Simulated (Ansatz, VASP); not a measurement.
## Ir in VASP and in Ansatz

```
Ir
1.0
     0.00000    1.91512    1.91512
     2.03002    0.00000    1.91512
     2.03002    1.91512    0.00000
Ir
1
Direct
  0.00000 0.00000 0.00000
```

Change from the starting cell: strain +0.0600 x Voigt [1, 0, 0, 0, 0, 0], atoms carried along.

Alike in both runs: task single point; functional PBEsol; k mesh 26 × 26 × 26; occupations gaussian, width 0.15 eV; no spin polarisation.

```csv
,VASP,Ansatz
version,VASP 6.6.1,Ansatz 0.2.0
potentials or method,"VASP PAW PBE potentials, release 64 (Ir)","scalar-relativistic, plane waves, PAW"
plane-wave cutoff (eV),520,420
valence electrons in the cell,9,17
```

|  | VASP | Ansatz | Ansatz less VASP |
| --- | --- | --- | --- |
| gap on the k mesh at the Fermi level (eV) | none | none | - |
| pressure (GPa) | -18.1 | -18.7 | -0.53 |
| largest component of the traceless stress (GPa) | 12.99 | 13.03 | +0.043 |

A gap of «none» marks a metal or a gap that the smearing closes. The two sets of potentials don't hold the same shells in valence.

Caveats: so large a pressure means that the cell lies far from this level's equilibrium, or that cutoff or potentials fall short (VASP); the potentials were made for another functional, which shifts forces and pressure (VASP). The runs have no spin-orbit coupling, so splittings on Ir are missing.
